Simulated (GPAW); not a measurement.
Crystal: ZnSe (Stilleite).

```
Se Zn
1.0
     0.00000    2.83380    2.83380
     2.83380    0.00000    2.83380
     2.83380    2.83380    0.00000
Se Zn
1 1
Cartesian
  1.4169 1.4169 1.4169
  0.0000 0.0000 0.0000
```

Base run:

- Program: GPAW 26.7.0
- Functional: BLYP
- Potentials or basis: PAW data sets generated in the run's folder for this functional
- Cutoff: 600 eV
- Basis: pw
- k mesh: 7 × 7 × 7
- Occupations: fermi-dirac, width 0.05 eV
- Spin: spin-orbit coupling, no magnetisation

Its results: band gap on the k mesh 1.11 eV, direct; pressure 5.1 GPa.

Problem. The run is repeated on the same cell with these changes: functional from BLYP to PW91. What comes out?

Solution. Band gap on the k mesh 1.12 eV, direct; pressure 1.8 GPa.

PW91 binds more tightly than BLYP, so the same cell stands under less pressure.

Caveats: spin-orbit coupling was added after a scalar SCF, so levels and gaps hold it while energy, forces, pressure and moments don't; this program's spin-orbit splittings come out too wide for heavy elements.

Not every run made on this cell is shown here.
